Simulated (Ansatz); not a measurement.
TiCo under changes of volume

One of the cells (13.313 Å³/atom); the others are scaled copies at fixed shape and fractional positions:

```
Co Ti
1.0
     2.98611    0.00000    0.00000
     0.00000    2.98611    0.00000
     0.00000    0.00000    2.98611
Co Ti
1 1
Direct
  0.50000 0.50000 0.50000
  0.00000 0.00000 0.00000
```

The cell comes from a database or a generator and needn't be the stable form of this composition.

```yaml
Program: Ansatz 0.2.0
Functional: PBEsol
Potentials_or_basis: Ansatz PAW
Cutoff: "420 eV (not typed: the program's choice for these potentials)"
k_mesh: 9 × 9 × 9
Occupations: fermi-dirac, width 0.05 eV
Spin: collinear spin, ferromagnetic start
Starting_moments: "[2.0, 1.0] μB"
```

```csv
volume (Å³/atom),energy over the lowest point (meV/atom),pressure (GPa),moment (μB per cell)
12.515,0.64,2.5,0.59
12.781,0.00,-1.5,0.62
13.047,5.59,-5.0,0.67
13.313,16.73,-8.1,0.71
13.580,?,?,?
13.846,53.01,-13.4,0.80
14.112,77.14,-15.6,0.84
```

What does the run at 13.580 Å³/atom give?

Energy over the lowest point 32.73 meV/atom; pressure -10.9 GPa; moment 0.76 μB per cell.

Worked out: A Birch-Murnaghan fit of order 3 (a polynomial in V^(-2/3)) to the other rows has its minimum at 12.67 Å³/atom with B0 = V·E''(V) = 187 GPa and B' = 4.8. It gives 32.74 meV/atom at 13.580 Å³/atom, against the run's 32.73, and -dE/dV = -11.0 GPa, against -10.9. A straight line through the other rows of the moment, of slope 0.16 μB per Å³/atom, gives 0.75 μB, against the run's 0.76.

Energies are extrapolated to zero smearing.

Caveats: the PAW data sets come from PBE, with cores solved anew for the run's functional, which leaves a small shift of forces and pressure.
